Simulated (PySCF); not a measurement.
Isomers of C6H8 and their computed core-level spectra.

Theory: PySCF, delta-SCF UKS SCAN, pcX-2 on the ionised atom, pcseg-1 elsewhere, spin-free X2C. Geometries: PBE0-D3(BJ)/def2-SVP; isolated species, one conformer each.

Line lists (1s up to Mg, 2p3/2 beyond; areas count atoms within a level, one atom standing for each set equivalent by bonding):
1. C 1s: 289.85 (area 2), 290.14 (area 2), 290.70 (area 2) eV
2. C 1s: 290.22 (area 1), 290.40 (area 2), 290.44 (area 2), 290.53 (area 1) eV
3. C 1s: 290.13 (area 4), 290.74 (area 2) eV
4. C 1s: 289.84 (area 1), 290.51 (area 1), 290.63 (area 1), 290.67 (area 1), 290.79 (area 1), 291.26 (area 1) eV
5. C 1s: 289.95 (area 1), 290.11 (area 1), 290.39 (area 1), 290.48 (area 1), 290.50 (area 1), 290.66 (area 1) eV

Structures:
A. `C1=CCCC=C1`
B. `C1[C@H]2C[C@H]3[C@@H]1[C@@H]23`
C. `C1=CCC=CC1`
D. `C#C[C@@H]1C[C@@H]1C`
E. `C1=C[C@H]2C[C@H]2C1`

Task: Match each list to its structure.

Result: 
- 1 = A: no other candidate has these counts of sites. C 1s: 289.85 alkene CH carbon (×2), 290.14 alkene CH carbon (×2), 290.70 allylic carbon (×2).
- 2 = B: no other candidate has these counts of sites. C 1s: 290.22 sp3 carbon at a ring junction, 290.40 sp3 carbon at a ring junction (×2), 290.44 four-membered-ring carbon (×2), 290.53 sp3 carbon at a ring junction.
- 3 = C: no other candidate has these counts of sites. C 1s: 290.13 alkene CH carbon (×4), 290.74 allylic carbon (×2).
- 4 = D: another candidate has the same counts of sites, so positions decide. C 1s: 289.84 terminal alkyne carbon, 290.51 alkyne carbon, 290.63 three-membered-ring carbon, 290.67 methyl carbon, 290.79 three-membered-ring carbon, 291.26 propargylic carbon.
- 5 = E: another candidate has the same counts of sites, so positions decide. C 1s: 289.95 alkene CH carbon, 290.11 alkene CH carbon, 290.39 three-membered-ring carbon, 290.48 sp3 carbon at a ring junction, 290.50 sp3 carbon at a ring junction, 290.66 allylic carbon.

2 of these hole states are spin-contaminated (⟨S²⟩ up to 0.89, against 0.75; counted from 0.85) and less certain.
